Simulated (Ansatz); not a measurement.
# Cr: relaxing cell and atoms, part 2 of 2

Aim: for Cr, 3 runs in a chain (relaxing cell and atoms).

Ansatz 0.2.0; DFT PBE, scalar-relativistic, plane waves, PAW.

## 3. Relaxing cell and atoms

It takes the final geometry of step 2: the cell is strained.

Input file input.yaml:

```yaml
crystal:
  lattice:
    - [2.8515477152, 0.0, 0.0]
    - [0.0, 2.8515477152, 0.0]
    - [0.0, 0.0, 2.8730417934]
  atoms:
    - { symbol: Cr, position: [0.0, 0.0, 0.0], spin: 1.0 }
    - { symbol: Cr, position: [0.5, 0.5, 0.5], spin: -1.0 }
magnetization:
  spin_polarized: true
scf:
  occupations: { method: methfessel_paxton, width: 0.1 }
output:
  forces: true
  stress: true
  eigenvalues: true
  populations: true
hamiltonian:
  xc: pbe
kpoints:
  mp_grid: { grid: [18, 18, 18] }
relax:
  f_tol: 0.01
  adjacent_minimum: "off"
  cell: { stress_tol: 0.03, fix: [a, b, angles] }
```

Started as:

```
> ansatz run input.yaml --threads 4 --pin off --max-ram 12288MiB --backend cpu --events-out ev --progress --plain --runs-dir out
```

Log, cut to the lines that bear on the results:

```text
Warning: RAYON_NUM_THREADS=4 ignored (pool sized by the plan → 4); use --threads N
[...]
Pseudopotentials: kind: paw
Pseudopotential: Cr, paw, valence charge 14, recommended cutoff 420 eV (normal), Cr.paw.azcp
Functional definition: PBE
[...]
Crystal: 2 atoms, lattice volume = 23.362 Å³
Basis set: ecut = 420 eV, 461 PW (Γ), exchange–correlation on 40×40×40 points (8 copies of the dense FFT grid, shifted against one another)
Bands: 19, of which v1, the nominal top of the filled ones, is band 14 counted from 1 (13 counted from 0)
Symmetry: 16 space group operations
Space group: P4/mmm (ITA 123), of the structure as read, at distance tolerance 2.9e-5 Å
Magnetic group: BNS 123.350 (UNI 1010), of the structure as read, at distance tolerance 2.9e-5 Å
k-points: 550 of 5832
[...]
Starting moments: Σ|m| = 2 μB on 2 of 2 sites
[...]
  P = ⅓ Tr σ = 1.6967 GPa (16.967 kbar)
--- Band table (eV; the first three rows and the last of 1100) ---
  k-point 0 ↑: bands = ["-52.9424", "-51.8451", "-24.2781", "-24.2667", "-24.2667", "-23.0767", "-23.0682", "-23.0682", "11.3625", "14.9627", "14.9833", "18.3026", "18.3026", "18.3531", "20.4379", "20.4910", "21.8290", "21.8370", "21.8370"]
[...]
--- Relaxed structure (2 steps of the walk, 2 accepted, 1 SCFs on fresh bases) ---
  F+E_penalty+E_count = -6755.49734058 eV   max|allowed force component| = 0.000e0 eV/Å   (the final SCF, on the basis selected at the relaxed cell)
  cell:  # Å, volume = 23.3340 Å³
    - [2.8515477152, 1.740296365964593e-128, 1.6148806310484073e-113]
    - [1.740296365964593e-128, 2.8515477152, 6.591509308850559e-128]
    - [1.6270530980853072e-113, 6.641194052256834e-128, 2.8696464247619615]
  atoms:
    - { symbol: Cr, position: [0.0, 0.0, 0.0] }
    - { symbol: Cr, position: [0.5, 0.5, 0.5] }
--- Löwdin populations: 2 sites ---
  site symbol       q [e]    m [muB]
     0     Cr     13.9020     1.0977
     1     Cr     13.9020    -1.0977
  spilling = 0.006998 (of n_electrons = 28.000000)
```

It took 15 s on 4 threads of Intel Xeon Platinum 8488C (Sapphire Rapids), shared host; peak memory 0.71 GiB.

The steps of the relaxation:

```csv
step,energy from step 1 (eV/cell),largest force component (eV/Å),pressure (GPa),volume (Å³)
1,0.0000,0.0000,1.46,23.36
2,-0.0001,0.0000,1.70,23.33
3,0.0000,0.0000,1.70,23.33
```

Step 1 is the start. Step 3 repeats the geometry before it on a plane-wave basis chosen anew for that cell, so its energy need not be comparable with the rows above.

|  | before | after | change |
| --- | --- | --- | --- |
| a (Å) | 2.852 | 2.852 | 0.0 % |
| b (Å) | 2.852 | 2.852 | 0.0 % |
| c (Å) | 2.873 | 2.870 | -0.1 % |
| volume (Å³/atom) | 11.68 | 11.67 | -0.1 % |
| shortest distance (Å) | 2.476 | 2.475 | 0.0 % |
| space group (0.01 Å) | I4/mmm | I4/mmm | same |

Forces and stress were held to the start's 16 operations: a distortion of lower symmetry was not tested.

By site:

```csv
atom,moment in the atom's sphere (μB),Löwdin electrons
Cr1,0.97,13.90
Cr2,-0.97,13.90
```

The Löwdin counts miss 0.20 of the 28 electrons, which the atomic orbitals do not span, so they are no charges.

## 4. Relaxing cell and atoms

It takes the final geometry of step 2: the cell is strained.

input.yaml, as its differences from that of step 3:

```diff
@@ -2,5 +2,5 @@
   lattice:
-    - [2.8515477152, 0.0, 0.0]
-    - [0.0, 2.8515477152, 0.0]
-    - [0.0, 0.0, 2.8730417934]
+    - [2.8802064862, 0.0, 0.0]
+    - [0.0, 2.8802064862, 0.0]
+    - [0.0, 0.0, 2.8587124079]
   atoms:
```

Started as:

```
> ansatz run input.yaml --threads 4 --pin off --max-ram 12288MiB --backend cpu --events-out ev --progress --plain --runs-dir out
```

Log, cut to the lines that bear on the results:

```text
Warning: RAYON_NUM_THREADS=4 ignored (pool sized by the plan → 4); use --threads N
[...]
Pseudopotentials: kind: paw
Pseudopotential: Cr, paw, valence charge 14, recommended cutoff 420 eV (normal), Cr.paw.azcp
Functional definition: PBE
[...]
Crystal: 2 atoms, lattice volume = 23.715 Å³
Basis set: ecut = 420 eV, 461 PW (Γ), exchange–correlation on 40×40×40 points (8 copies of the dense FFT grid, shifted against one another)
Bands: 19, of which v1, the nominal top of the filled ones, is band 14 counted from 1 (13 counted from 0)
Symmetry: 16 space group operations
Space group: P4/mmm (ITA 123), of the structure as read, at distance tolerance 2.9e-5 Å
Magnetic group: BNS 123.350 (UNI 1010), of the structure as read, at distance tolerance 2.9e-5 Å
k-points: 550 of 5832
[...]
Starting moments: Σ|m| = 2 μB on 2 of 2 sites
[...]
        0.000000      -2.362407       0.000000
        0.000000       0.000000      -0.014176
  P = ⅓ Tr σ = -1.5797 GPa (-15.797 kbar)
--- Band table (eV; the first three rows and the last of 1100) ---
  k-point 0 ↑: bands = ["-53.3655", "-52.1672", "-24.6899", "-24.6899", "-24.6794", "-23.4084", "-23.4084", "-23.3996", "11.0392", "14.6843", "14.7038", "17.9162", "17.9648", "17.9648", "20.0485", "20.0996", "21.4233", "21.4233", "21.4303"]
[...]
--- Relaxed structure (2 steps of the walk, 2 accepted, 1 SCFs on fresh bases) ---
  F+E_penalty+E_count = -6755.49740964 eV   max|allowed force component| = 0.000e0 eV/Å   (the final SCF, on the basis selected at the relaxed cell)
  cell:  # Å, volume = 23.7450 Å³
    - [2.8802064862, 0.0, 0.0]
    - [0.0, 2.8802064862, 0.0]
    - [0.0, 0.0, 2.8623661262204627]
  atoms:
    - { symbol: Cr, position: [0.0, 0.0, 0.0] }
    - { symbol: Cr, position: [0.5, 0.5, 0.5] }
--- Löwdin populations: 2 sites ---
  site symbol       q [e]    m [muB]
     0     Cr     13.9002     1.2172
     1     Cr     13.9002    -1.2172
  spilling = 0.007126 (of n_electrons = 28.000000)
```

Run time: 15 s. Hardware: 4 threads of Intel Xeon Platinum 8488C (Sapphire Rapids), shared host; peak memory 0.71 GiB.

Step by step:

```
step  E - E(step 1) (eV/cell)  largest force component (eV/Å)  pressure (GPa)  volume (Å³)
   1                   0.0000                          0.0000           -1.35        23.71
   2                   0.0000                          0.0000           -1.58        23.75
   3                  -0.0001                          0.0000           -1.58        23.75
```

Step 1 is the start. Step 3 repeats the geometry before it on a plane-wave basis chosen anew for that cell, so its energy need not be comparable with the rows above.

|  | before | after | change |
| --- | --- | --- | --- |
| a (Å) | 2.880 | 2.880 | 0.0 % |
| b (Å) | 2.880 | 2.880 | 0.0 % |
| c (Å) | 2.859 | 2.862 | +0.1 % |
| volume (Å³/atom) | 11.86 | 11.87 | +0.1 % |
| shortest distance (Å) | 2.488 | 2.489 | 0.0 % |
| space group (0.01 Å) | I4/mmm | I4/mmm | same |

The run keeps the 16 symmetry operations of the start, so it could not have lowered the symmetry.

Per atom:

```csv
atom,moment in the atom's sphere (μB),Löwdin electrons
Cr1,1.08,13.90
Cr2,-1.08,13.90
```

The Löwdin counts miss 0.20 of the 28 electrons, which the atomic orbitals do not span, so they are no charges.

## 5. Summary of results

This closing draws on all 2 parts.

```
step  volume (Å³/atom)  pressure (GPa)  energy above the lowest (meV/atom)  gap on the mesh (eV)  moment (μB/cell)  largest site moment (μB)   time
   2             11.77             0.0                                 0.0                  0.00              0.00                      1.02  8.8 s
   3             11.67             1.7                                 0.9                  0.00              0.00                      0.97   15 s
   4             11.87            -1.6                                 0.9                  0.00              0.00                      1.08   15 s
```

| quantity | value |
| --- | --- |
| relaxed cell, step 2 | a = 2.866 Å, b = 2.866 Å, c = 2.866 Å, α = 90.00°, β = 90.00°, γ = 90.00° |

What this shows: A measured lattice constant a of Cr is 2.884 Å (298 K; a printed reference work, textbook); the calculated 2.866 Å misses it by -0.6 %. That is the cell relaxed with PBE, without thermal expansion or zero-point motion. Other magnetic orders or occupations could lie lower; they were not searched in full.
